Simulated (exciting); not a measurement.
# Pb (C2/m) in exciting: notebook

Aim: see how the results for Pb move with the level of theory and the settings. Levels: BLYP, LDA-VWN. Tasks: effective masses, real-space fields.

Program: exciting (release sodium). These are calculated values, not measurements. Logs are shortened: lines on timing, memory, paths and dates and some standing lists are left out, and cuts for length are marked.

## Step 1: Starting point

The structure is monoclinic, space group C2/m (No. 12). The conventional cell has a = 6.077 Å, b = 3.501 Å, c = 6.452 Å, α = 90.00°, β = 109.14°, γ = 90.00°. Pb (site symmetry m) has 10 Pb at 3.34 to 3.51 Å as nearest neighbours.

This isn't the form of Pb at room conditions, which is fcc.

## Step 2: Effective masses, BLYP

Input file input.xml:

```xml
<input>
  <title>Pb</title>
  <structure speciespath="./" tshift="false" cartesian="true">
    <crystal scale="1.88972612463">
      <basevect>3.038606813500 -1.750319960000 0.000000000000</basevect>
      <basevect>3.038606813500 1.750319960000 0.000000000000</basevect>
      <basevect>-2.115462637500 0.000000000000 6.095224867400</basevect>
    </crystal>
    <species speciesfile="Pb.xml" rmt="2.3">
      <atom coord="7.530096902111 0.000000000000 8.365655563444"/>
      <atom coord="-0.043472557991 0.000000000000 3.152650103950"/>
    </species>
  </structure>
  <groundstate do="fromscratch" ngridk="9 9 5" rgkmax="8" gmaxvr="14" lmaxapw="10" lmaxmat="10" lmaxvr="8" stype="Gaussian" swidth="0.00183747" nempty="10" ValenceRelativity="iora*" epsengy="1e-05" epspot="1e-05" maxscl="60" outputlevel="low">
    <libxc exchange="XC_GGA_X_B88" correlation="XC_GGA_C_LYP"/>
  </groundstate>
  <properties>
    <masstensor vklem="-0.6857609943 -0.3142390057 0.5" ndspem="1" deltaem="0.025"/>
  </properties>
</input>
```

Potentials or basis: all-electron LAPW+lo, shipped species files, valence relativity iora*.

Started as:

```sh
$ OMP_NUM_THREADS=1 exciting_smp
```

INFO.OUT:

```text
================================================================================
EXCITING SODIUM started
[... 10 lines left out ...]

 Lattice vectors (cartesian) :
      5.7421346779     -3.3076253549      0.0000000000
      5.7421346779      3.3076253549      0.0000000000
     -3.9976450118      0.0000000000     11.5183056674

 Reciprocal lattice vectors (cartesian) :
      0.5471123249     -0.9498030510      0.1898856411
      0.5471123249      0.9498030510      0.1898856411
     -0.0000000000      0.0000000000      0.5454956214

 Unit cell volume                           :     437.5304486612
 Brillouin zone volume                      :       0.5669324597

 Species :    1 (Pb)
     parameters loaded from                 :    Pb.xml
     name                                   :    lead

     atomic positions (cartesian) :
       1 :   7.53009690 -0.00000000  8.36565556
       2 :  -0.04347256  0.00000000  3.15265010

 Total number of atoms per unit cell        :       2

 Spin treatment                             :    spin-unpolarised

 Number of Bravais lattice symmetries       :       4
 Number of crystal symmetries               :       4

 k-point grid                               :       9    9    5
 Total number of k-points                   :     115
 k-point set is reduced with crystal symmetries

 R^MT_min * |G+k|_max (rgkmax)              :       8.00000000

 G-vector grid sizes                        :      30    30    60
 Total number of G-vectors                  :   20253

 Total nuclear charge                       :    -164.00000000
 Total electronic charge                    :     164.00000000

 Number of empty states                     :      10
 Total number of valence states             :      25

 Exchange-correlation type                  :     100
     libxc; exchange: Becke 88; correlation: Lee, Yang & Parr (see libxc for references)

 Smearing scheme                            :    Gaussian
 Smearing width                             :       0.00183747

[... 5 lines left out ...]
* Groundstate module started                                                   *
********************************************************************************
 Output level for this task is set to low

++++++++++++++++++++++++++++++++++++++++++++++++++++++++++++++++++++++++++++++++
[... 5 lines left out ...]
+ SCF iteration number :    1                                                  +
++++++++++++++++++++++++++++++++++++++++++++++++++++++++++++++++++++++++++++++++
 Total energy                               :    -41851.32052614
 _______________________________________________________________
 Fermi energy                               :         0.27496725
 DOS at Fermi energy (states/Ha/cell)       :        37.69058902
 Electron charge: Core leakage              :         0.02521225

++++++++++++++++++++++++++++++++++++++++++++++++++++++++++++++++++++++++++++++++
+ SCF iteration number :    2                                                  +
++++++++++++++++++++++++++++++++++++++++++++++++++++++++++++++++++++++++++++++++
 Total energy                               :    -41855.11535803
 _______________________________________________________________
 Fermi energy                               :         0.26924074
 DOS at Fermi energy (states/Ha/cell)       :        40.10337022
 Electron charge: Core leakage              :         0.02502495

 RMS change in effective potential (target) :  0.731056E-01  ( 0.100000E-04)
 Absolute change in total energy   (target) :   3.79483      ( 0.100000E-04)
 Charge distance                   (target) :  0.511944E-03  ( 0.100000E-04)

++++++++++++++++++++++++++++++++++++++++++++++++++++++++++++++++++++++++++++++++
+ SCF iteration number :    3                                                  +
++++++++++++++++++++++++++++++++++++++++++++++++++++++++++++++++++++++++++++++++
 Total energy                               :    -41857.14140380
 _______________________________________________________________
 Fermi energy                               :         0.26448359
 DOS at Fermi energy (states/Ha/cell)       :        40.57291477
 Electron charge: Core leakage              :         0.02492381
[... 109 lines left out ...]
++++++++++++++++++++++++++++++++++++++++++++++++++++++++++++++++++++++++++++++++
+ SCF iteration number :   12                                                  +
++++++++++++++++++++++++++++++++++++++++++++++++++++++++++++++++++++++++++++++++
 Total energy                               :    -41859.43212773
 _______________________________________________________________
 Fermi energy                               :         0.25193177
 DOS at Fermi energy (states/Ha/cell)       :        41.49484636
 Electron charge: Core leakage              :         0.02483368

 RMS change in effective potential (target) :  0.831384E-08  ( 0.100000E-04)
 Absolute change in total energy   (target) :  0.410410E-05  ( 0.100000E-04)
 Charge distance                   (target) :  0.595413E-08  ( 0.100000E-04)

++++++++++++++++++++++++++++++++++++++++++++++++++++++++++++++++++++++++++++++++
+ SCF iteration number :   13                                                  +
++++++++++++++++++++++++++++++++++++++++++++++++++++++++++++++++++++++++++++++++
 Total energy                               :    -41859.43212599
 _______________________________________________________________
 Fermi energy                               :         0.25193177
 DOS at Fermi energy (states/Ha/cell)       :        41.49485797
 Electron charge: Core leakage              :         0.02483368

 RMS change in effective potential (target) :  0.149004E-08  ( 0.100000E-04)
 Absolute change in total energy   (target) :  0.173924E-05  ( 0.100000E-04)
 Charge distance                   (target) :  0.869145E-09  ( 0.100000E-04)

++++++++++++++++++++++++++++++++++++++++++++++++++++++++++++++++++++++++++++++++
| Convergency criteria checked for the last 2 iterations                       +
| Convergence targets achieved. Performing final SCF iteration                 +
++++++++++++++++++++++++++++++++++++++++++++++++++++++++++++++++++++++++++++++++
 Total energy                               :    -41859.43212623
 _______________________________________________________________
 Fermi energy                               :         0.25193177
 DOS at Fermi energy (states/Ha/cell)       :        41.49485859
 Electron charge: Core leakage              :         0.02483368

++++++++++++++++++++++++++++++++++++++++++++++++++++++++++++++++++++++++++++++++
[... 12 lines left out ...]
| EXCITING SODIUM stopped                                                      =
================================================================================
```

LINENGY.OUT:

```text
Species :    1 (Pb), atom :    1
 APW functions :
  l =  0, order =  1 :   0.1500000000
  l =  1, order =  1 :   0.4475000000
  l =  2, order =  1 :  -0.3450000000
  l =  3, order =  1 :   0.1500000000
  l =  3, order =  2 :   0.1500000000
  l =  4, order =  1 :   0.1500000000
[... 11 lines left out ...]
  l = 10, order =  1 :   0.1500000000
  l = 10, order =  2 :   0.1500000000
 local-orbital functions :
  l.o. =  1, l =  0, order =  1 :   0.1500000000
  l.o. =  1, l =  0, order =  2 :   0.1500000000
  l.o. =  2, l =  1, order =  1 :   0.4475000000
  l.o. =  2, l =  1, order =  2 :   0.4475000000
  l.o. =  3, l =  2, order =  1 :  -0.3450000000
  l.o. =  3, l =  2, order =  2 :  -0.3450000000
  l.o. =  4, l =  2, order =  1 :  -0.3450000000
  l.o. =  4, l =  2, order =  2 :  -0.3450000000
  l.o. =  4, l =  2, order =  3 :  -0.3415500000

Species :    1 (Pb), atom :    2
 APW functions :
  l =  0, order =  1 :   0.1500000000
  l =  1, order =  1 :   0.4475000000
  l =  2, order =  1 :  -0.3450000000
  l =  3, order =  1 :   0.1500000000
  l =  3, order =  2 :   0.1500000000
  l =  4, order =  1 :   0.1500000000
[... 11 lines left out ...]
  l = 10, order =  1 :   0.1500000000
  l = 10, order =  2 :   0.1500000000
 local-orbital functions :
  l.o. =  1, l =  0, order =  1 :   0.1500000000
  l.o. =  1, l =  0, order =  2 :   0.1500000000
  l.o. =  2, l =  1, order =  1 :   0.4475000000
  l.o. =  2, l =  1, order =  2 :   0.4475000000
  l.o. =  3, l =  2, order =  1 :  -0.3450000000
  l.o. =  3, l =  2, order =  2 :  -0.3450000000
  l.o. =  4, l =  2, order =  1 :  -0.3450000000
  l.o. =  4, l =  2, order =  2 :  -0.3450000000
  l.o. =  4, l =  2, order =  3 :  -0.3415500000
```

Wall time 4 min (1 thread of Arm Neoverse V2, shared host); peak memory 0.15 GiB.

What came out:

* Band gap on the k mesh: none (metal or under the smearing width)

Effective masses (electron masses; levels in eV from the Fermi level):
| band | level | masses, principal |
| --- | --- | --- |
| 13 | -2.07 | -0.785, -0.118, -0.052 |
| 14 | -1.95 | 0.045, 0.102, 0.263 |
| 15 | -0.92 | -0.466, -0.085, 0.194 |
| 16 | 0.09 | 0.073, 0.384, 0.809 |
| 17 | 1.86 | -0.193, 2.064, 8.891 |
| 18 | 4.11 | -0.843, -0.298, 0.138 |

Caveat: the masses are finite differences along the axes, which mix bands that are degenerate at the k point.

(Continued in part 2 of 2.)
